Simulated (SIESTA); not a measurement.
Runs of SIESTA 5.4.2 on Zr. The cell holds a slab with vacuum, 5 atoms: a = 3.135 Å, b = 3.135 Å, c = 25.239 Å, α = 90.00°, β = 90.00°, γ = 109.47°. The slab is cut from a database's or a generator's crystal, which needn't be the stable form of the element.

| level | gap on the mesh (eV) | largest force (eV/Å) |
| --- | --- | --- |
| vdW-DF | none | 0.46 |
| PBE | none | 0.54 |
| optB88-vdW | none | 0.61 |
| vdW-DF2 | none | 0.46 |
| vdW-DF-C09 | none | (a) |

Alike in all rows: task band structure; potentials or basis PseudoDojo 0.4 standard (PBE files), DZP (energy shift 0.003 Ry; two zetas on semicore shells); no spin polarisation; cell as given; k mesh 9 × 9 × 1; smearing fermi-dirac 0.05 eV; grid cutoff 800 Ry; energy shift 0.003 Ry.

Problem. Fill in the values left out.

Solution. (a) 0.76.

Caveats: the basis of atomic orbitals isn't converged, which shifts pressures, moduli and gaps; the potentials were made for another functional, which shifts forces and pressure (some runs).

A k mesh can miss the band edges, and the runs leave out spin-orbit coupling on Zr.

A gap of «none» marks a metal or a gap under the smearing width.
